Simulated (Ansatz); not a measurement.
Relaxed ZrO2 (tetragonal-ZrO2 type, space group P4_2/nmc):

```
ZrO2
1.0
    3.58446     0.00000     0.00000
    0.00000     3.58446     0.00000
    0.00000     0.00000     5.17872
Zr O
2 4
Cartesian
  0.00000   0.00000   0.00000
  1.79223   1.79223   2.58936
  0.00000   1.79223   1.04173
  0.00000   1.79223   3.63109
  1.79223   0.00000   1.54763
  1.79223   0.00000   4.13699
```

All values below come from PBEsol (plane waves to 420 eV, PAW, scalar-relativistic; Ansatz, a first-principles code). k mesh 8×8×5 (Γ-centred), Fermi-Dirac smearing 0.05 eV. The PAW data are Ansatz's earlier set. This is a high-temperature form of ZrO2. ZrO2 is run without spin polarisation. ZrO2 was relaxed with its symmetry unable to fall.

One atom of the cell was then moved (with its periodic images), all else fixed, and the forces (eV/Å) came out as:

```csv
atom,Fx,Fy,Fz
Zr1,-0.347,-0.184,-0.589
Zr2,-0.039,0.007,-0.057
O3,-0.042,-0.039,-0.185
O4,-0.800,-0.646,0.238
O5,-0.058,-0.132,-1.348
O6,1.287,0.995,1.941
```

**Question.** Which atom was moved, and by which vector (Å)?

**Answer.** O6, by (-0.11, -0.11, -0.15), 0.22 Å in all.

(For displaced atoms, the force is minus the slope of the energy, and its curvature is a force constant, which sets phonon frequencies.)
